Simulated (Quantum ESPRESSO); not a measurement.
# 2H-WS2, 1 layer, stepped through biaxial strain, part 3 of 8

Aim: how the results for 2H-WS2, 1 layer change with biaxial strain.

Quantum ESPRESSO 7.5; plane-wave DFT, PBE, GBRV ultrasoft pseudopotentials.

So far. Step 2 (Variable-cell relaxation of the reference):  The last row is no step: it is a fresh SCF in the final cell with a new plane-wave basis, -0 meV from the row before. Step 3 (Relaxing the ions, -4 %): The relaxation lowers the energy by 16 meV an atom.

### Step 4. SCF with pw.x, -4 %

The self-consistent run of this member.

The input, m0.scf.in:

```
&control
  prefix = 'm0.scf'
  outdir = './out'
  pseudo_dir = './pseudo'
  calculation = 'scf'
  tprnfor = .true.
/
&system
  ibrav = 0
  nat = 3
  ntyp = 2
  ecutwfc = 40
  ecutrho = 200
  occupations = 'smearing'
  smearing = 'fd'
  degauss = 0.002
  nbnd = 17
/
&electrons
  conv_thr = 1e-09
  mixing_beta = 0.4
  electron_maxstep = 120
  mixing_mode = 'plain'
/
ATOMIC_SPECIES
  S   32.0600  s_pbe_v1.4.uspp.F.UPF
  W   183.8400  w_pbe_v1.2.uspp.F.UPF
CELL_PARAMETERS angstrom
  3.05871150624000 0.00000000000000 0.00000000000000
  -1.52935575264000 2.64892186752000 0.00000000000000
  0.00000000000000 0.00000000000000 18.47562023200000
ATOMIC_POSITIONS crystal
  S   0.333333333300 0.666666666700 0.412292847800
  W   0.000000000000 0.000000000000 0.500000000000
  S   0.333333333300 0.666666666700 0.587707152200
K_POINTS automatic
  12 12 1 0 0 0
```

On the command line:

```sh
$ OMP_NUM_THREADS=1 mpirun -n 4 pw.x -nk 4 -in m0.scf.in > m0.scf.out
```

Log:

```text
[banner, memory and clock lines left out]
Program PWSCF v.7.5 starts
[citation notice left out]

[...]
Message from routine setup:
[...]
bravais-lattice index     =            0
     lattice parameter (alat)  =       5.7801  a.u.
     unit-cell volume          =    1010.1905 (a.u.)^3
     number of atoms/cell      =            3
     number of atomic types    =            2
     number of electrons       =        26.00
     number of Kohn-Sham states=           17
     kinetic-energy cutoff     =      40.0000  Ry
     charge density cutoff     =     200.0000  Ry
     scf convergence threshold =      1.0E-09
     mixing beta               =       0.4000
     number of iterations used =            8  plain     mixing
     Exchange-correlation= SLA  PW   PBE  PBE
                           (   1   4   3   4   0   0   0)

[...]
PseudoPot. # 1 for S  read from file:
     ./pseudo/s_pbe_v1.4.uspp.F.UPF
     Pseudo is Ultrasoft + core correction, Zval =  6.0
     Generated by new atomic code, or converted to UPF format
     Using radial grid of  907 points,  6 beta functions with:
                l(1) =   0
                l(2) =   0
                l(3) =   1
                l(4) =   1
                l(5) =   2
                l(6) =   2
     Q(r) pseudized with  8 coefficients,  rinner =    1.300   1.300   1.300
                                                       1.300   1.300

     PseudoPot. # 2 for W  read from file:
     ./pseudo/w_pbe_v1.2.uspp.F.UPF
     Pseudo is Ultrasoft + core correction, Zval = 14.0
     Generated by new atomic code, or converted to UPF format
     Using radial grid of  923 points,  8 beta functions with:
                l(1) =   0
                l(2) =   0
                l(3) =   0
                l(4) =   1
                l(5) =   1
                l(6) =   2
                l(7) =   2
                l(8) =   3
     Q(r) pseudized with  6 coefficients,  rinner =    1.350   1.350   1.350
                                                       1.350   1.350   1.350
                                                       1.350

     atomic species   valence    mass     pseudopotential
     S                 6.00    32.06000     S ( 1.00)
     W                14.00   183.84000     W ( 1.00)

     12 Sym. Ops. (no inversion) found

[...]
number of k points=    19  Fermi-Dirac smearing, width (Ry)=  0.0020
[...]
Dense  grid:    48055 G-vectors     FFT dimensions: (  25,  25, 160)

     Smooth grid:    34599 G-vectors     FFT dimensions: (  24,  24, 144)

     Initial potential from superposition of free atoms

     starting charge      25.8996, renormalised to      26.0000

     negative rho (up, down):  6.756E-02 0.000E+00
     Starting wfcs are   21 randomized atomic wfcs

     per-process dynamical memory:    44.6 Mb

     Self-consistent Calculation

     iteration #  1     ecut=    40.00 Ry     beta= 0.40
     Davidson diagonalization with overlap
     ethr =  1.00E-02,  avg # of iterations =  2.7

     Threshold (ethr) on eigenvalues was too large:
     Diagonalizing with lowered threshold

     Davidson diagonalization with overlap
     ethr =  2.97E-04,  avg # of iterations =  2.3

     negative rho (up, down):  6.849E-02 0.000E+00

     total energy              =    -207.49272045 Ry
     estimated scf accuracy    <       0.09794059 Ry

     iteration #  2     ecut=    40.00 Ry     beta= 0.40
[...]
negative rho (up, down):  6.964E-02 0.000E+00

[...]
total energy              =    -207.49966041 Ry
     estimated scf accuracy    <       0.01168705 Ry

     iteration #  3     ecut=    40.00 Ry     beta= 0.40
[...]
negative rho (up, down):  7.003E-02 0.000E+00

[...]
total energy              =    -207.50153445 Ry
     estimated scf accuracy    <       0.00373454 Ry

     iteration #  4     ecut=    40.00 Ry     beta= 0.40
[...]
negative rho (up, down):  7.069E-02 0.000E+00

[...]
total energy              =    -207.50190499 Ry
     estimated scf accuracy    <       0.00155289 Ry

     iteration #  5     ecut=    40.00 Ry     beta= 0.40
[...]
negative rho (up, down):  7.077E-02 0.000E+00

[...]
total energy              =    -207.50209907 Ry
     estimated scf accuracy    <       0.00019185 Ry

     iteration #  6     ecut=    40.00 Ry     beta= 0.40
[...]
negative rho (up, down):  7.074E-02 0.000E+00

[...]
total energy              =    -207.50213572 Ry
     estimated scf accuracy    <       0.00000273 Ry

     iteration #  7     ecut=    40.00 Ry     beta= 0.40
[...]
negative rho (up, down):  7.072E-02 0.000E+00

[...]
total energy              =    -207.50213675 Ry
     estimated scf accuracy    <       0.00000579 Ry

     iteration #  8     ecut=    40.00 Ry     beta= 0.40
[...]
negative rho (up, down):  7.069E-02 0.000E+00

[...]
total energy              =    -207.50213785 Ry
     estimated scf accuracy    <       0.00000003 Ry

     iteration #  9     ecut=    40.00 Ry     beta= 0.40
[...]
negative rho (up, down):  7.068E-02 0.000E+00

[...]
total energy              =    -207.50213788 Ry
     estimated scf accuracy    <       0.00000002 Ry

     iteration # 10     ecut=    40.00 Ry     beta= 0.40
[...]
negative rho (up, down):  7.068E-02 0.000E+00

[...]
total energy              =    -207.50213788 Ry
     estimated scf accuracy    <          3.5E-09 Ry

     iteration # 11     ecut=    40.00 Ry     beta= 0.40
[...]
negative rho (up, down):  7.068E-02 0.000E+00

[...]
End of self-consistent calculation

          k = 0.0000 0.0000 0.0000 (  4301 PWs)   bands (ev):

   -73.5356 -37.8662 -37.5601 -37.5601 -14.7585 -13.1901  -6.4122  -2.2400
    -2.1679  -2.1679  -0.8383  -0.8383  -0.2423   3.5743   3.5743   3.5827
     3.5827

          k = 0.0000 0.0962 0.0000 (  4284 PWs)   bands (ev):

   -73.5336 -37.8599 -37.5940 -37.5677 -14.6268 -13.1340  -6.2497  -2.5080
    -2.4806  -2.0359  -1.0503  -0.8599  -0.2467   3.1896   3.4594   3.4610
     3.8073

[...]
the Fermi energy is     1.0642 ev

!    total energy              =    -207.50213788 Ry
     estimated scf accuracy    <          1.1E-10 Ry
     smearing contrib. (-TS)   =      -0.00000000 Ry
     internal energy E=F+TS    =    -207.50213788 Ry

     The total energy is F=E-TS. E is the sum of the following terms:
     one-electron contribution =   -1044.80551314 Ry
     hartree contribution      =     523.03849254 Ry
     xc contribution           =     -58.31160053 Ry
     ewald contribution        =     372.57648325 Ry

     convergence has been achieved in  11 iterations

     negative rho (up, down):  7.068E-02 0.000E+00

     Forces acting on atoms (cartesian axes, Ry/au):

     atom    1 type  1   force =     0.00000000    0.00000000   -0.00014549
     atom    2 type  2   force =     0.00000000    0.00000000    0.00000000
     atom    3 type  1   force =    -0.00000000   -0.00000000    0.00014549

     Total force =     0.000206     Total SCF correction =     0.000025
     SCF correction compared to forces is large: reduce conv_thr to get better values

[...]
```

It took 13 s on 4 MPI ranks of Arm Neoverse V1, shared host; peak memory 0.68 GiB.

This step gave:

```
free energy                          : -2823.2104 eV
Fermi energy                         : 1.064 eV
valence top, on the run's zero       : 0.3788 eV
conduction bottom, on the run's zero : 2.145 eV
gap by band count                    : 1.766 eV
```

### Step 5. Potential by pp.x, -4 %

plot_num = 11 writes the bare and Hartree potential, from which vacuum levels or, in a crystal, the mean potential are read.

The input, m0.pot.in:

```
&inputpp
  prefix = 'm0.scf'
  outdir = './out'
  filplot = 'm0.pot.dat'
  plot_num = 11
/
```

On the command line:

```sh
$ OMP_NUM_THREADS=1 mpirun -n 4 pp.x -in m0.pot.in > m0.pot.out
```

Log:

```text
[banner, memory and clock lines left out]
Program POST-PROC v.7.5 starts

          URL

     ./out/m0.scf.save/

     IMPORTANT: XC functional enforced from input :
     Exchange-correlation= PBE
                           (   1   4   3   4   0   0   0)
     Any further DFT definition will be discarded
     Please, verify this is what you really want

     negative rho (up, down):  7.068E-02 0.000E+00

     Calling punch_plot, plot_num =  11
     Writing data to file  m0.pot.dat
     Message from routine chdens:
     namelist plot not found or invalid, exiting
```

Run time: 1 s. Hardware: 4 MPI ranks; peak memory 0.11 GiB; 3.7 s of CPU time.

Numbers from this step:

* slope of the potential above: 5.46e-5 eV/Å
* upper vacuum line continued to the top atoms, over the valence top: 5.545 eV
* slope of the potential below: -5.53e-5 eV/Å
* lower vacuum line continued to the bottom atoms, over the valence top: 5.545 eV
* vacuum level at the upper face over the valence top of the mesh: 5.545 eV
* vacuum level at the lower face over the valence top of the mesh: 5.545 eV

Electrostatic potential energy of an electron; zero at the highest filled level of the SCF mesh. Potential energy, planar mean against z:

z (Å), potential energy, planar mean (eV) and a bar from the least value:
```
      0.0        5.5 ##############################
      0.5        5.5 ##############################
      1.0        5.5 ##############################
      1.5        5.5 ##############################
      2.0        5.5 ##############################
      2.5        5.5 ##############################
      3.0        5.5 ##############################
      3.5        5.5 ##############################
      4.0        5.5 ##############################
      4.5        5.5 ##############################
      5.0        5.5 ##############################
      5.5        5.5 ##############################
      6.0        5.2 #############################
      6.5        3.9 ############################
      7.0       -2.2 ##################
      7.5      -14.0 
      8.0      -10.4 ######
      8.5       -7.1 ###########
      9.0      -12.5 ##
      9.5      -12.3 ###
     10.0       -6.9 ###########
     10.5      -10.9 #####
     11.0      -13.6 #
     11.5       -1.6 ###################
     12.0        4.1 ############################
     12.5        5.2 ##############################
     13.0        5.5 ##############################
     13.5        5.5 ##############################
     14.0        5.5 ##############################
     14.5        5.5 ##############################
     15.0        5.5 ##############################
     15.5        5.5 ##############################
     16.0        5.5 ##############################
     16.5        5.5 ##############################
     17.0        5.5 ##############################
     17.5        5.5 ##############################
     18.0        5.5 ##############################
```

[end of part 3 of 8]

[Logs are printed without paths, hosts, clocks, repeated set-up lines and the standing remarks that a program may print on its own settings, such as how far it seeks lower states.]

[Hosts, paths, dates, database ids (printed as entryN), source tags and the programs' standing remarks are cut or masked in the printed files.]

[Maps of the electrostatic potential energy from Ansatz leave out the sawtooth potential of an applied field or a dipole correction, so their vacuum need not be flat; planar profiles and work functions include it.]
